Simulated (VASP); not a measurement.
# Dielectric function of AlP, part 2 of 3

Aim: the dielectric function of AlP for independent particles, and its static limit with local fields. The cell is of the zinc-blende type, one of the forms listed for this formula. The start is a cell from a database of measured crystal structures.

VASP 6.6.1, plane waves and PAW; the level of theory is named at each step.

So far. Step 2 (Ground state): The cell has a gap of 1.70 eV on this mesh and a pressure of +2.6 GPa, which holds the misfit of the given cell and coordinates with this functional, and any error of cutoff, mesh and data sets.

The database entry behind the starting cell differs from later determinations by our own check (0.1 to 0.3 % short, probably kX units), so it need not match the best structure at ambient conditions.

## (4) Static response with local fields

Level of this step: PBE; plane waves and PAW (P, Al) (VASP).

Perturbation theory (LEPSILON) gives the dielectric tensor with local fields, and the Born charges.

The input, INCAR:

```
SYSTEM = AlP
PREC = Accurate
ENCUT = 400
EDIFF = 1E-08
NELM = 100
ISMEAR = 0
SIGMA = 0.01
LREAL = .FALSE.
ALGO = Normal
GGA = PE
NBANDS = 10
LWAVE = .FALSE.
LCHARG = .FALSE.
KPAR = 4
LEPSILON = .TRUE.
```

The input, POSCAR:

```
AlP
1.0
    0.0000000000      2.7255000000      2.7255000000
    2.7255000000      0.0000000000      2.7255000000
    2.7255000000      2.7255000000      0.0000000000
P Al
1 1
Direct
    0.7500000000      0.7500000000      0.7500000000
    0.0000000000      0.0000000000      0.0000000000
```

The input, KPOINTS:

```
Automatic mesh
0
Gamma
11 11 11
0 0 0
```

Potentials, in the order of the species: P and Al (PBE family, release 64).

On the command line:

```bash
$ mpirun -np 4 vasp_std
```

The program printed:

```text
[... set-up lines as in an earlier step ...]
 entering main loop
       N       E                     dE             d eps       ncg     rms          rms(c)
DAV:   1     0.868782001477E+01    0.86878E+01   -0.27223E+03  1120   0.486E+02
DAV:   2    -0.101041846712E+02   -0.18792E+02   -0.17950E+02  1564   0.847E+01
DAV:   3    -0.107137766249E+02   -0.60959E+00   -0.60897E+00  1350   0.154E+01
DAV:   4    -0.107188705818E+02   -0.50940E-02   -0.50935E-02  1408   0.174E+00
DAV:   5    -0.107189413980E+02   -0.70816E-04   -0.70815E-04  1368   0.179E-01    0.454E+00
DAV:   6    -0.104105389783E+02    0.30840E+00   -0.64342E-01  1228   0.320E+00    0.290E+00
DAV:   7    -0.103668020743E+02    0.43737E-01   -0.22589E-01  1332   0.207E+00    0.146E+00
DAV:   8    -0.103671800403E+02   -0.37797E-03   -0.15582E-02  1242   0.655E-01    0.227E-01
DAV:   9    -0.103671137750E+02    0.66265E-04   -0.68741E-04  1254   0.157E-01    0.930E-02
DAV:  10    -0.103672716632E+02   -0.15789E-03   -0.24607E-04  1234   0.899E-02    0.123E-02
DAV:  11    -0.103672738194E+02   -0.21562E-05   -0.28821E-05  1480   0.247E-02    0.109E-02
DAV:  12    -0.103672743795E+02   -0.56015E-06   -0.13779E-06  1242   0.756E-03    0.478E-03
DAV:  13    -0.103672747367E+02   -0.35717E-06   -0.63791E-07  1250   0.390E-03    0.214E-03
DAV:  14    -0.103672746855E+02    0.51197E-07   -0.23737E-08  1268   0.856E-04    0.130E-03
DAV:  15    -0.103672746629E+02    0.22541E-07   -0.47538E-09   696   0.359E-04    0.336E-04
DAV:  16    -0.103672746583E+02    0.46464E-08   -0.72863E-10   624   0.159E-04
   1 F= -.10367275E+02 E0= -.10367275E+02  d E =-.183863E-34
 Linear response reoptimize wavefunctions to high precision
DAV:   1    -0.103672746581E+02    0.23783E-09   -0.11310E-10   784   0.656E-05
DAV:   2    -0.103672746581E+02    0.38654E-11   -0.12599E-11   616   0.258E-05
 Linear response G [H, r] |phi>, progress :
  Direction:   1
       N       E                     dE             d eps       ncg     rms
RMM:   1    -0.440143794200E+02   -0.44014E+02   -0.30287E+01  2870   0.440E+01
RMM:   2    -0.321429170985E+02    0.11871E+02   -0.42048E+00  1849   0.123E+01
RMM:   3    -0.321353643064E+02    0.75528E-02   -0.15397E-01  1858   0.208E+00
RMM:   4    -0.321311206918E+02    0.42436E-02   -0.70836E-03  1951   0.332E-01
RMM:   5    -0.321307528214E+02    0.36787E-03   -0.10245E-03  1945   0.608E-02
RMM:   6    -0.321306738515E+02    0.78970E-04   -0.14022E-04  2022   0.131E-02
RMM:   7    -0.321306629885E+02    0.10863E-04   -0.29568E-05  2013   0.295E-03
RMM:   8    -0.321306610315E+02    0.19570E-05   -0.16962E-05  2137   0.807E-04
RMM:   9    -0.321306606121E+02    0.41938E-06   -0.13054E-05  1856   0.284E-04
RMM:  10    -0.321306604013E+02    0.21074E-06    0.21424E-06  1368   0.155E-04
RMM:  11    -0.321306603983E+02    0.29918E-08   -0.19442E-06  1072   0.126E-04
RMM:  12    -0.321306603976E+02    0.75660E-09    0.24575E-06   908   0.124E-04
RMM:  13    -0.321306603977E+02   -0.13177E-09    0.81635E-07   763   0.124E-04
RMM:  14    -0.321306603977E+02    0.18041E-10    0.46067E-07   649   0.124E-04
 Linear response G [H, r] |phi>, progress :
  Direction:   2
       N       E                     dE             d eps       ncg     rms
RMM:   1    -0.433928020653E+02   -0.43393E+02   -0.54287E+01  2857   0.425E+01
RMM:   2    -0.333192049804E+02    0.10074E+02   -0.31704E+00  1836   0.113E+01
RMM:   3    -0.333392374790E+02   -0.20032E-01   -0.12423E-01  1880   0.186E+00
RMM:   4    -0.333355049041E+02    0.37326E-02   -0.66736E-03  1957   0.304E-01
RMM:   5    -0.333351390816E+02    0.36582E-03   -0.10012E-03  1946   0.563E-02
RMM:   6    -0.333350608333E+02    0.78248E-04   -0.13771E-04  2030   0.120E-02
RMM:   7    -0.333350500462E+02    0.10787E-04   -0.27665E-05  2018   0.270E-03
RMM:   8    -0.333350481349E+02    0.19113E-05   -0.16623E-05  2133   0.712E-04
RMM:   9    -0.333350478499E+02    0.28494E-06    0.29334E-06  1836   0.235E-04
RMM:  10    -0.333350474351E+02    0.41485E-06    0.37680E-06  1327   0.121E-04
RMM:  11    -0.333350474357E+02   -0.62395E-09    0.13008E-06  1053   0.996E-05
RMM:  12    -0.333350474359E+02   -0.23616E-09    0.10626E-06   914   0.965E-05
RMM:  13    -0.333350474360E+02   -0.55010E-10    0.10054E-07   775   0.960E-05
RMM:  14    -0.333350474362E+02   -0.19359E-09   -0.82200E-08   696   0.958E-05
 Linear response G [H, r] |phi>, progress :
  Direction:   3
       N       E                     dE             d eps       ncg     rms
RMM:   1    -0.245655741483E+02   -0.24566E+02    0.13926E+02  2731   0.420E+01
RMM:   2    -0.208094459916E+02    0.37561E+01   -0.38187E+00  1822   0.110E+01
RMM:   3    -0.207720507479E+02    0.37395E-01   -0.12342E-01  1836   0.203E+00
RMM:   4    -0.207711197157E+02    0.93103E-03   -0.24806E-03  1920   0.336E-01
RMM:   5    -0.207711499739E+02   -0.30258E-04   -0.10020E-04  1935   0.635E-02
RMM:   6    -0.207711524715E+02   -0.24977E-05   -0.56363E-06  1996   0.143E-02
RMM:   7    -0.207711526711E+02   -0.19955E-06   -0.10388E-06  2009   0.319E-03
RMM:   8    -0.207711526882E+02   -0.17088E-07   -0.27007E-06  2006   0.864E-04
RMM:   9    -0.207711527159E+02   -0.27731E-07    0.54409E-06  1818   0.265E-04
RMM:  10    -0.207711525519E+02    0.16403E-06   -0.10965E-06  1434   0.123E-04
RMM:  11    -0.207711525519E+02   -0.17870E-10    0.20547E-07  1088   0.912E-05
RMM:  12    -0.207711525503E+02    0.16235E-08    0.28831E-07   789   0.870E-05
RMM:  13    -0.207711525506E+02   -0.31574E-09   -0.16139E-07   647   0.870E-05
RMM:  14    -0.207711525502E+02    0.35365E-09   -0.55649E-07   549   0.870E-05
 Linear response to external field (no local field effect), progress :
  Direction:   1
       N       E                     dE             d eps       ncg     rms          rms(c)
RMM:   1    -0.102818403488E+01   -0.10282E+01   -0.42160E+00  2578   0.357E+00
RMM:   2    -0.106445988846E+01   -0.36276E-01   -0.14790E-02  1824   0.705E-01
RMM:   3    -0.106462989977E+01   -0.17001E-03   -0.24554E-04  1842   0.801E-02
RMM:   4    -0.106463185924E+01   -0.19595E-05   -0.43387E-06  1911   0.125E-02
RMM:   5    -0.106463190531E+01   -0.46070E-07   -0.11349E-07  1903   0.198E-03
RMM:   6    -0.106463190616E+01   -0.85448E-09   -0.50528E-09  1900   0.400E-04
 change of polarisation eV/A/(eV/A) component  1 :     2.129     1.151     0.206
 dielectric tensor                  component  1 :    10.515     5.143     0.919
 Linear response to external field (no local field effect), progress :
  Direction:   2
       N       E                     dE             d eps       ncg     rms          rms(c)
RMM:   1    -0.105632370682E+01   -0.10563E+01   -0.43208E+00  2565   0.358E+00
RMM:   2    -0.109348145571E+01   -0.37158E-01   -0.15857E-02  1833   0.717E-01
RMM:   3    -0.109365538945E+01   -0.17393E-03   -0.25474E-04  1845   0.817E-02
RMM:   4    -0.109365729652E+01   -0.19071E-05   -0.45109E-06  1915   0.127E-02
RMM:   5    -0.109365733895E+01   -0.42435E-07   -0.12058E-07  1909   0.200E-03
RMM:   6    -0.109365733958E+01   -0.62742E-09   -0.61953E-09  1912   0.404E-04
 change of polarisation eV/A/(eV/A) component  2 :     1.151     2.187    -0.253
 dielectric tensor                  component  2 :     5.143    10.775    -1.129
 Linear response to external field (no local field effect), progress :
  Direction:   3
       N       E                     dE             d eps       ncg     rms          rms(c)
RMM:   1    -0.434761799864E+00   -0.43476E+00   -0.15399E+00  2535   0.268E+00
RMM:   2    -0.447772312181E+00   -0.13011E-01   -0.63522E-03  1807   0.511E-01
RMM:   3    -0.447840023159E+00   -0.67711E-04   -0.10419E-04  1814   0.618E-02
RMM:   4    -0.447840863584E+00   -0.84043E-06   -0.18993E-06  1906   0.949E-03
RMM:   5    -0.447840883842E+00   -0.20258E-07   -0.53708E-08  1893   0.158E-03
RMM:   6    -0.447840884701E+00   -0.85854E-09   -0.24237E-09  1888   0.317E-04
 change of polarisation eV/A/(eV/A) component  3 :     0.206    -0.253     0.896
 dielectric tensor                  component  3 :     0.923    -1.129     5.003
 Linear response to external field, progress :
  Direction:   1
       N       E                     dE             d eps       ncg     rms          rms(c)
RMM:   1    -0.839984187268E+00   -0.83998E+00   -0.33612E+00  9916   0.328E+00
RMM:   2    -0.868570457175E+00   -0.28586E-01   -0.12351E-02  7040   0.644E-01    0.144E+00
RMM:   3    -0.819836094719E+00    0.48734E-01   -0.42372E-02  6976   0.931E-01    0.751E-01
RMM:   4    -0.848402868236E+00   -0.28567E-01   -0.28094E-02  7100   0.800E-01    0.222E-01
RMM:   5    -0.872840761216E+00   -0.24438E-01   -0.13267E-03  6999   0.235E-01    0.654E-02
RMM:   6    -0.873039014495E+00   -0.19825E-03   -0.42871E-05  7411   0.339E-02    0.433E-02
RMM:   7    -0.874265087381E+00   -0.12261E-02   -0.27115E-05  7049   0.313E-02    0.657E-03
RMM:   8    -0.874295544183E+00   -0.30457E-04   -0.10934E-06  7635   0.412E-03    0.997E-04
RMM:   9    -0.874347691757E+00   -0.52148E-04   -0.13661E-07  7252   0.260E-03    0.126E-03
RMM:  10    -0.874343930299E+00    0.37615E-05    0.49671E-08  7756   0.440E-04    0.363E-04
RMM:  11    -0.874341759563E+00    0.21707E-05    0.31270E-08  7189   0.199E-04    0.520E-05
RMM:  12    -0.874343348177E+00   -0.15886E-05   -0.40816E-08  5354   0.494E-05    0.924E-06
 change of polarisation eV/A/(eV/A) component  1 :     1.592     0.427     0.264
 dielectric tensor                  component  1 :     8.113     1.910     1.180
 Linear response to external field, progress :
  Direction:   2
       N       E                     dE             d eps       ncg     rms          rms(c)
RMM:   1    -0.839983851080E+00   -0.83998E+00   -0.33612E+00  9918   0.328E+00
RMM:   2    -0.868570675226E+00   -0.28587E-01   -0.12352E-02  7040   0.644E-01    0.144E+00
RMM:   3    -0.819835870715E+00    0.48735E-01   -0.42363E-02  6976   0.931E-01    0.751E-01
RMM:   4    -0.848404337102E+00   -0.28568E-01   -0.28106E-02  7101   0.800E-01    0.222E-01
RMM:   5    -0.872842721677E+00   -0.24438E-01   -0.13266E-03  6999   0.235E-01    0.654E-02
RMM:   6    -0.873039401009E+00   -0.19668E-03   -0.42951E-05  7409   0.339E-02    0.433E-02
RMM:   7    -0.874265182032E+00   -0.12258E-02   -0.27120E-05  7044   0.313E-02    0.658E-03
RMM:   8    -0.874295740913E+00   -0.30559E-04   -0.10908E-06  7616   0.412E-03    0.997E-04
RMM:   9    -0.874347955904E+00   -0.52215E-04   -0.11996E-07  7263   0.260E-03    0.126E-03
RMM:  10    -0.874344180609E+00    0.37753E-05    0.11791E-07  7762   0.440E-04    0.363E-04
RMM:  11    -0.874342022435E+00    0.21582E-05    0.11079E-07  7192   0.198E-04    0.526E-05
RMM:  12    -0.874343612422E+00   -0.15900E-05    0.21206E-07  5332   0.487E-05    0.914E-06
 change of polarisation eV/A/(eV/A) component  2 :     0.353     1.592     0.271
 dielectric tensor                  component  2 :     1.576     8.113     1.209
 Linear response to external field, progress :
  Direction:   3
       N       E                     dE             d eps       ncg     rms          rms(c)
RMM:   1    -0.839982877140E+00   -0.83998E+00   -0.33612E+00  9916   0.328E+00
RMM:   2    -0.868570677702E+00   -0.28588E-01   -0.12352E-02  7040   0.644E-01    0.144E+00
RMM:   3    -0.819835979257E+00    0.48735E-01   -0.42363E-02  6976   0.931E-01    0.751E-01
RMM:   4    -0.848404363521E+00   -0.28568E-01   -0.28106E-02  7101   0.800E-01    0.222E-01
RMM:   5    -0.872842711813E+00   -0.24438E-01   -0.13266E-03  7000   0.235E-01    0.654E-02
RMM:   6    -0.873039405541E+00   -0.19669E-03   -0.42952E-05  7403   0.339E-02    0.433E-02
RMM:   7    -0.874265185446E+00   -0.12258E-02   -0.27121E-05  7052   0.313E-02    0.658E-03
RMM:   8    -0.874295743623E+00   -0.30558E-04   -0.10977E-06  7620   0.412E-03    0.997E-04
RMM:   9    -0.874347957775E+00   -0.52214E-04   -0.16581E-07  7261   0.260E-03    0.126E-03
RMM:  10    -0.874344182088E+00    0.37757E-05   -0.10199E-07  7763   0.440E-04    0.363E-04
RMM:  11    -0.874342024672E+00    0.21574E-05   -0.49176E-08  7210   0.198E-04    0.526E-05
RMM:  12    -0.874343612810E+00   -0.15881E-05    0.14422E-08  5353   0.488E-05    0.914E-06
 change of polarisation eV/A/(eV/A) component  3 :     0.292     0.399     1.592
 dielectric tensor                  component  3 :     1.306     1.784     8.113
 Born effective charges drift removed
```

Elapsed: 3.2 min, on 4 MPI ranks of AMD EPYC 7R43, shared host; peak memory 0.97 GiB.

OUTCAR, selected parts (step 4):

```text
The static configuration has the point symmetry T_d .

 Found     56 irreducible k-points:

   k-points           NKPTS =     56   k-points in BZ     NKDIM =     56   number of bands    NBANDS=     10

   NELECT =       8.0000    total number of electrons

  Total        0.6662249      0.6662249      0.6662249      0.0000000      0.0000000      0.0000000
  in kB       26.3610624     26.3610624     26.3610624      0.0000000      0.0000000      0.0000000
  external PRESSURE =      26.3610624 kB  Pullay stress =       0.0000000 kB

 POSITION                                       TOTAL-FORCE (eV/Angst)
 -----------------------------------------------------------------------------------
      4.08825      4.08825      4.08825         0.000000      0.000000      0.000000
      0.00000      0.00000      0.00000        -0.000000     -0.000000     -0.000000
 -----------------------------------------------------------------------------------
    total drift:                                0.000000      0.000000      0.000000

 MACROSCOPIC STATIC DIELECTRIC TENSOR (including local field effects in DFT)
 ------------------------------------------------------
           8.113380    -0.000000     0.000000
          -0.000000     8.113380    -0.000000
          -0.000000     0.000000     8.113380
 ------------------------------------------------------

 PIEZOELECTRIC TENSOR (including local field effects)  for field in x, y, z        (C/m^2)
          XX          YY          ZZ          XY          YZ          ZX
  --------------------------------------------------------------------------------
  x    -0.00000    -0.00000    -0.00000     0.00000     0.68393     0.00000
  y     0.00000     0.00000     0.00000     0.00000     0.00000     0.68393
  z     0.00000     0.00000    -0.00000     0.68393     0.00000     0.00000

 BORN EFFECTIVE CHARGES (including local field effects) (in |e|, cummulative output)
 ---------------------------------------------------------------------------------
 ion    1
    1    -2.23197     0.00000     0.00000
    2     0.00000    -2.23197    -0.00000
    3     0.00000    -0.00000    -2.23197
 ion    2
    1     2.23197     0.00000    -0.00000
    2    -0.00000     2.23197     0.00000
    3    -0.00000     0.00000     2.23197

[... 8 parts as in an earlier step ...]
```

Energies printed during the response cycles are not total energies of the cell.

This step gave:

```yaml
fermi_energy: 4.708 eV
```

Electronic dielectric tensor with local fields:

```
8.11 0.00 0.00
0.00 8.11 0.00
0.00 0.00 8.11
```

Born effective charge (e), principal values of the symmetric part by kind of site:

```
atom  atoms with these values    low  middle   high   mean
  P1                        1  -2.23   -2.23  -2.23  -2.23
 Al2                        1   2.23    2.23   2.23   2.23
```

In full for P1:

```
-2.23  0.00  0.00
 0.00 -2.23  0.00
 0.00  0.00 -2.23
```

Piezoelectric tensor with clamped ions (C/m²), by row:

```
field  xx  yy  zz      xy      yz      zx
    x   0   0   0       0  0.6839       0
    y   0   0   0       0       0  0.6839
    z   0   0   0  0.6839       0       0
```

The mean electronic (clamped-ion) dielectric constant is 8.11.

(Part 2 of 3 ends here.)

[Lines on the potential files, build, host, timing and source positions are cut from VASP's logs without a mark.]

[Logs are printed without paths, hosts, clocks, repeated set-up lines and the standing remarks that a program may print on its own settings, such as how far it seeks lower states.]

[Hosts, paths, dates, database ids (printed as entryN), source tags and the programs' standing remarks are cut or masked in the printed files.]
